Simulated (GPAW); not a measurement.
# C K ELNES/XANES of a SiC monolayer from DFT

Aim: the polarisation-dependent near-edge structure of a SiC monolayer.

Main program and level: GPAW 26.7.0; X-ray absorption from dipole matrix elements to empty bands, plane-wave PAW PBE.

## (1) The starting structure

The cell holds 14 atoms: 7 Si and 7 C. Its edges and angles: a = 8.202 Å, b = 8.202 Å, c = 10.400 Å, α = 90.0°, β = 90.0°, γ = 60.0°. It derives from SiC. 14-site supercell of SiC monolayer. Vacuum lies along c.

As a file:

```
Si C
1.0
    -1.55000    8.05404    0.00000
    -7.75000    2.68468    0.00000
     0.00000    0.00000   10.40000
Si C
7 7
Direct
  0.00000 0.00000 0.50000
  0.28571 0.14286 0.50000
  0.14286 0.57143 0.50000
  0.57143 0.28571 0.50000
  0.42857 0.71429 0.50000
  0.85714 0.42857 0.50000
  0.71429 0.85714 0.50000
  0.19048 0.76190 0.50000
  0.47619 0.90476 0.50000
  0.33333 0.33333 0.50000
  0.76190 0.04762 0.50000
  0.61905 0.47619 0.50000
  0.04762 0.19048 0.50000
  0.90476 0.61905 0.50000
```

## (2) Relaxation

Bond lengths around the absorber set the edge shape, so the atoms are relaxed before any spectrum.

relax.py

```python
import numpy as np
from ase import Atoms
from ase.parallel import parprint, paropen
from gpaw import GPAW, PW, FermiDirac, Mixer, MixerDif, setup_paths
from ase.optimize import BFGS

atoms = Atoms('Si7C7',
    cell=[[-1.55, 8.05403626, 0],
     [-7.75, 2.68467875, 0],
     [0, 0, 10.4]],
    scaled_positions=[[0, 0, 0.5],
     [0.2857143, 0.1428571, 0.5],
     [0.1428571, 0.5714286, 0.5],
     [0.5714286, 0.2857143, 0.5],
     [0.4285714, 0.7142857, 0.5],
     [0.8571429, 0.4285714, 0.5],
     [0.7142857, 0.8571429, 0.5],
     [0.1904762, 0.7619048, 0.5],
     [0.4761905, 0.9047619, 0.5],
     [0.3333333, 0.3333333, 0.5],
     [0.7619048, 0.047619, 0.5],
     [0.6190476, 0.4761905, 0.5],
     [0.047619, 0.1904762, 0.5],
     [0.9047619, 0.6190476, 0.5]],
    pbc=True)
atoms.calc = GPAW(legacy_gpaw=True, mode=PW(400), xc='PBE', setups={},
    kpts={'size': (2, 2, 1), 'gamma': True}, occupations=FermiDirac(0.08),
    charge=0, mixer=Mixer(0.05, 8, 50), maxiter=150,
    convergence={'density': 0.0001}, txt='relax.txt')
steps = []
opt = BFGS(atoms, logfile='-')
opt.attach(lambda: steps.append([atoms.get_potential_energy(), float(np.linalg.norm(atoms.get_forces(), axis=1).max())]))
done = opt.run(fmax=0.06, steps=35)
out = dict(done=bool(done), steps=steps, frac=atoms.get_scaled_positions().tolist())
import json
with paropen('out.json', 'w') as f:
    json.dump(out, f)
```

The run is started by

```console
> OMP_NUM_THREADS=1 mpirun -n 4 gpaw python relax.py
```

Numbers of over 12 decimals in the logs are rounded to 6 here.

The program printed:

```text
Input parameters:
  convergence: {density: 0.0001}
  kpts: {gamma: True,
         size: (2, 2, 1)}
  maxiter: 150
  mixer: {backend: pulay,
          beta: 0.05,
          method: separate,
          nmaxold: 8,
          weight: 50}
  mode: {ecut: 400.0,
         name: pw}
  occupations: {fixmagmom: False,
                name: fermi-dirac,
                width: 0.08}
  xc: PBE

Initialize ...

[...]
Direct/indirect transitions are different
Direct gap: 2.885 eV
Transition at: (s=0, k=3, n=27, [0.50, 0.50, 0.00])

Forces in eV/Ang:
  0 Si   -0.00004   -0.00039    0.00000
  1 Si    0.00033   -0.00076    0.00000
  2 Si   -0.00047   -0.00046    0.00000
  3 Si    0.00016    0.00005    0.00000
[...]
12 C     0.00073    0.00124    0.00000
 13 C    -0.00178   -0.00023    0.00000
Step     Time          Energy          fmax
BFGS:    0 20:35:48      -97.089946        0.002079
[key lines of the parts left out:]
Converged after 17 iterations.
Dipole moment: (5.818665, -6.718813, 0.000000) |e|*Ang
Free energy:    -97.089946
Fermi level: -0.72066
```

Wall time 18 s (4 MPI ranks of Arm Neoverse V1, shared host); peak memory 0.33 GiB; 73 s of CPU time.

The forces of the start geometry were already under the goal, so no step was taken.

## (3) The field without a hole

The ground state comes first: it tells whether the system has a gap, which decides how the excited electron is treated.

scf.py

```python
import numpy as np
from ase import Atoms
from ase.parallel import parprint, paropen
from gpaw import GPAW, PW, FermiDirac, Mixer, MixerDif, setup_paths
from gpaw.test import gen
setup_paths.insert(0, '.')
gen('C', name='nch1s', xcname='PBE', corehole=(1, 0, 0), write_xml=True)
from gpaw.mpi import world
world.barrier()

atoms = Atoms('Si7C7',
    cell=[[-1.55, 8.05403626, 0],
     [-7.75, 2.68467875, 0],
     [0, 0, 10.4]],
    scaled_positions=[[0, 0, 0.5],
     [0.2857143, 0.1428571, 0.5],
     [0.1428571, 0.5714286, 0.5],
     [0.5714286, 0.2857143, 0.5],
     [0.4285714, 0.7142857, 0.5],
     [0.8571429, 0.4285714, 0.5],
     [0.7142857, 0.8571429, 0.5],
     [0.1904762, 0.7619048, 0.5],
     [0.4761905, 0.9047619, 0.5],
     [0.3333333, 0.3333333, 0.5],
     [0.7619048, 0.047619, 0.5],
     [0.6190476, 0.4761905, 0.5],
     [0.047619, 0.1904762, 0.5],
     [0.9047619, 0.6190476, 0.5]],
    pbc=True)
atoms.calc = calc = GPAW(legacy_gpaw=True, mode=PW(400), xc='PBE', setups={7: 'nch1s'},
    kpts={'size': (4, 4, 1), 'gamma': True}, occupations=FermiDirac(0.05),
    charge=0, mixer=Mixer(0.05, 8, 50), maxiter=150,
    convergence={'density': 0.0001}, txt='scf.txt')
energy = atoms.get_potential_energy() + calc.get_reference_energy()
ef = calc.get_fermi_level()
out = dict(energy=energy, fermi=ef, forces=atoms.get_forces().tolist())
parprint(f'all-electron energy {energy:.4f} eV, Fermi level {ef:.4f} eV')
ev = np.array([[calc.get_eigenvalues(k, s) for k in range(len(calc.get_ibz_k_points()))] for s in range(calc.get_number_of_spins())])
out['homo'], out['lumo'], out['counts'] = ev[ev < ef].max(), ev[ev > ef].min(), sorted(set((ev < ef).sum((0, 2)).tolist()))
out['filled'] = (ev[:, 0] < ef).sum(1).tolist()
import json
with paropen('out.json', 'w') as f:
    json.dump(out, f)
```

The run is started by

```console
> OMP_NUM_THREADS=1 mpirun -n 4 gpaw python scf.py
```

The program printed:

```text
Input parameters:
  convergence: {density: 0.0001}
  kpts: {gamma: True,
         size: (4, 4, 1)}
  maxiter: 150
  mixer: {backend: pulay,
          beta: 0.05,
          method: separate,
          nmaxold: 8,
          weight: 50}
  mode: {ecut: 400.0,
         name: pw}
  occupations: {fixmagmom: False,
                name: fermi-dirac,
                width: 0.05}
  setups: {7: nch1s}
  xc: PBE

Initialize ...

[... PAW data sets ...]

Reference energy: -62397.806633  # eV

Spin-paired calculation

[... convergence settings ...]
Symmetries present (total): 2
  [... symmetry matrices ...]

16 k-points: 4 x 4 x 1 Monkhorst-Pack grid + [1/8,1/8,0.000000]
10 k-points in the irreducible part of the Brillouin zone
       k-points in crystal coordinates                weights
   0:     0.00000000    0.00000000    0.00000000          1/16
   1:     0.00000000    0.25000000    0.00000000          2/16
   2:     0.00000000    0.50000000    0.00000000          1/16
   3:     0.25000000   -0.25000000    0.00000000          2/16
   4:     0.25000000    0.00000000    0.00000000          2/16
   5:     0.25000000    0.25000000    0.00000000          2/16
   6:     0.25000000    0.50000000    0.00000000          2/16
   7:     0.50000000    0.00000000    0.00000000          1/16
   8:     0.50000000    0.25000000    0.00000000          2/16
   9:     0.50000000    0.50000000    0.00000000          1/16

Wave functions: Plane wave expansion
  Cutoff energy: 400.000 eV
  Number of coefficients (min, max): 10979, 11043
  Pulay-stress correction: 0.000000 eV/Ang^3 (de/decut=0.000000)
  Using FFTW library
  Wavefunction extrapolation:
    Improved wavefunction reuse through dual PAW basis

Occupation numbers: Fermi-Dirac:
  width: 0.0500  # eV

Eigensolver
   Davidson(niter=2)

Densities:
  Coarse grid: 40*40*48 grid
  Fine grid: 80*80*96 grid
  Total Charge: 0.000000

Density mixing:
  Method: separate
  Backend: pulay
  Linear mixing parameter: 0.05
  old densities: 8
  Width of damping distribution: 1.1
  Damping of long wavelength oscillations: 50

[... Hamiltonian set-up ...]
Number of atoms: 14
Number of atomic orbitals: 56
Number of bands in calculation: 38
Number of valence electrons: 56
Bands to converge: occupied

... initialized

Initializing position-dependent things.

Density initialized from atomic densities
Creating initial wave functions:
  38 bands from LCAO basis set

            Si   C  Si
           C       C      C
              Si      Si
             C       C
                Si      Si
                       C  Si

Atomic positions and initial magnetic moments

Positions:
   0 Si     0.000000    0.000000    5.200000    ( 0.0000,  0.0000,  0.0000)
   1 Si    -1.550000    2.684679    5.200000    ( 0.0000,  0.0000,  0.0000)
   2 Si    -4.650000    2.684678    5.200000    ( 0.0000,  0.0000,  0.0000)
   3 Si    -3.100000    5.369358    5.200000    ( 0.0000,  0.0000,  0.0000)
   4 Si    -6.200000    5.369357    5.200000    ( 0.0000,  0.0000,  0.0000)
   5 Si    -4.650000    8.054037    5.200000    ( 0.0000,  0.0000,  0.0000)
   6 Si    -7.750000    8.054036    5.200000    ( 0.0000,  0.0000,  0.0000)
[...]
11 C     -4.650000    6.264250    5.200000    ( 0.0000,  0.0000,  0.0000)
  12 C     -1.550000    0.894893    5.200000    ( 0.0000,  0.0000,  0.0000)
  13 C     -6.200000    8.948929    5.200000    ( 0.0000,  0.0000,  0.0000)

Unit cell:
           periodic     x           y           z      points  spacing
  1. axis:    yes   -1.550000    8.054036    0.000000    40     0.1776
  2. axis:    yes   -7.750000    2.684679    0.000000    40     0.1776
  3. axis:    yes    0.000000    0.000000   10.400000    48     0.2167

  Lengths:   8.201829   8.201829  10.400000
  Angles:   90.000000  90.000000  60.000000

Effective grid spacing dv^(1/3) = 0.1991

iter:   1  -113.376395
iter:   2  -109.555083   -1.05  -0.50
iter:   3   -97.184563   -0.33  -0.54
iter:   4   -97.354246   -2.00  -1.08
iter:   5   -99.304792   -1.18  -1.06
iter:   6   -97.192000   -1.04  -0.99
iter:   7   -97.217028   -2.27  -1.69
iter:   8   -97.252766   -2.06  -1.70
iter:   9   -97.144234   -2.79  -1.66
iter:  10   -97.142966   -3.82  -2.14
iter:  11   -97.137047c  -3.59  -2.23
iter:  12   -97.137061c  -4.34  -2.99
iter:  13   -97.137101c  -5.33  -3.29
iter:  14   -97.137021c  -6.04  -3.17
iter:  15   -97.136998c  -6.34  -3.40
iter:  16   -97.136996c  -7.19  -3.66
iter:  17   -97.136989c  -6.67  -3.71
iter:  18   -97.136989c  -8.03c -4.34c

Converged after 18 iterations.

Dipole moment: (5.819590, -6.719884, 0.000000) |e|*Ang

Energy contributions relative to reference atoms: (reference = -62397.806633)

Kinetic:        +99.712344
Potential:      -89.944021
External:        +0.000000
XC:            -106.785051
Entropy (-ST):   -0.000000
Local:           -0.120262
SIC:             +0.000000
--------------------------
Free energy:    -97.136989
Extrapolated:   -97.136989

Showing only first 2 kpts
 Kpt  Band  Eigenvalues  Occupancy
  0    26     -3.16961    2.00000
  0    27     -3.16952    2.00000
  0    28      1.18080    0.00000
  0    29      2.11177    0.00000

  1    26     -2.72670    2.00000
  1    27     -2.41352    2.00000
  1    28      1.01914    0.00000
  1    29      1.17206    0.00000

Fermi level: -0.62879

Gap: 2.658 eV
Transition (v -> c):
  (s=0, k=3, n=27, [0.25, -0.25, 0.00]) -> (s=0, k=9, n=28, [0.50, 0.50, 0.00])
Direct/indirect transitions are different
Direct gap: 2.734 eV
Transition at: (s=0, k=8, n=27, [0.50, 0.25, 0.00])

Forces in eV/Ang:
  0 Si   -0.00001   -0.00038    0.00000
  1 Si    0.00010   -0.00075    0.00000
  2 Si   -0.00035   -0.00028    0.00000
  3 Si    0.00027   -0.00013    0.00000
  4 Si   -0.00023   -0.00029    0.00000
  5 Si    0.00005   -0.00066    0.00000
  6 Si    0.00020   -0.00021    0.00000
[...]
11 C     0.00022    0.00140    0.00000
 12 C     0.00015    0.00092    0.00000
 13 C    -0.00106   -0.00019    0.00000
Scalar-relativistic atomic PBE calculation for C (Carbon, Z=6)
Core hole in 1s state (1s occupation: 2.0)
300 radial gridpoints.
|------------------------------------------------|
|------------------------------------------------|
[... the atom generator's iteration count ...]

Energy contributions:
-------------------------
Kinetic:      +37.662629
XC:            -5.078007
Potential:    -70.349262
-------------------------
Total:        -37.764640

state      eigenvalue         ekin         rmax
-----------------------------------------------
1s^2.0 :   -10.046298    15.958807        0.174
2s^2.0 :    -0.505334     1.651367        1.213
2p^2.0 :    -0.194204     1.221141        1.203
-----------------------------------------------
(units: Bohr and Hartree)

Generating PAW setup
Kinetic energy of the core from tauc = 31.932223
Cutoffs:
rc(s)=1.200
rc(p)=1.200
rc(d)=1.200
rc(vbar)=1.080
rc(comp)=1.200
rc(nct)=1.200

Kinetic energy of the core states: 31.917614
Charge: 0.0
Core electrons: 2.0
Valence electrons: 4.0
Pseudo-core charge: 0.031265
Shape function alpha=6.944
Pseudo-electron charge 4.035260
state    eigenvalue         norm
--------------------------------
2s(2) :    -0.505334     1.046026
*s    :     0.494666
2p(2) :    -0.194204     0.955972
*p    :     0.805796
*d    :     0.000000
--------------------------------

Diagonalizing with gridspacing h=0.050

state   all-electron     PAW
-------------------------------
2s:      -0.505334    -0.505970
2p:      -0.194204    -0.194948
*d:                    0.044948
*f:                    0.074429
-------------------------------
all-electron energy -62494.9436 eV, Fermi level -0.6288 eV
```

Elapsed: 37 s, on 4 MPI ranks; peak memory 0.27 GiB.

The mesh shows a gap of 2.66 eV. The excited electron is kept all the same, which keeps the cell neutral.

## (4) Cell without a hole, the energy reference

The photon energy needs a difference of total energies, so the cell and mesh of the coming hole run are first run without a hole.

scf.py, as its differences from that of step 3:

```diff
@@ -30,3 +30,3 @@
 atoms.calc = calc = GPAW(legacy_gpaw=True, mode=PW(400), xc='PBE', setups={7: 'nch1s'},
-    kpts={'size': (4, 4, 1), 'gamma': True}, occupations=FermiDirac(0.05),
+    kpts={'size': (2, 2, 1), 'gamma': True}, occupations=FermiDirac(0.02),
     charge=0, mixer=Mixer(0.05, 8, 50), maxiter=150,
```

The program printed:

```text
Input parameters:
  convergence: {density: 0.0001}
  kpts: {gamma: True,
         size: (2, 2, 1)}
  maxiter: 150
  mixer: {backend: pulay,
          beta: 0.05,
          method: separate,
          nmaxold: 8,
          weight: 50}
  mode: {ecut: 400.0,
         name: pw}
  occupations: {fixmagmom: False,
                name: fermi-dirac,
                width: 0.02}
  setups: {7: nch1s}
  xc: PBE

Initialize ...

[...]
2s(2) :    -0.505334     1.046026
*s    :     0.494666
2p(2) :    -0.194204     0.955972
*p    :     0.805796
*d    :     0.000000
--------------------------------

Diagonalizing with gridspacing h=0.050

state   all-electron     PAW
-------------------------------
2s:      -0.505334    -0.505970
2p:      -0.194204    -0.194948
*d:                    0.044948
*f:                    0.074429
-------------------------------
all-electron energy -62494.8965 eV, Fermi level -1.4340 eV
[key lines of the parts left out:]
Converged after 17 iterations.
Dipole moment: (5.818665, -6.718813, 0.000000) |e|*Ang
Free energy:    -97.089895
Fermi level: -1.43396
```

The job ended after 18 s (4 MPI ranks; peak memory 0.34 GiB).

Reference energy: -62494.897 eV with the cores included.

(Continued in part 2 of 2.)

[Banner, clock and machine lines of the logs are left out without a mark of their own.]

[Logs are printed without paths, hosts, clocks, repeated set-up lines and the standing remarks that a program may print on its own settings, such as how far it seeks lower states.]

[Hosts, paths, dates, database ids (printed as entryN), source tags and the programs' standing remarks are cut or masked in the printed files.]

[Lists of maxima count a maximum above −3 eV only where it reaches 4 % of the highest in the window and stands out from its surroundings by 2 % of it (1.5 % where it reaches 55 %); shoulders and weaker maxima are passed over, and of the rest the first, up to two pre-edge ones and the few strongest are named.]
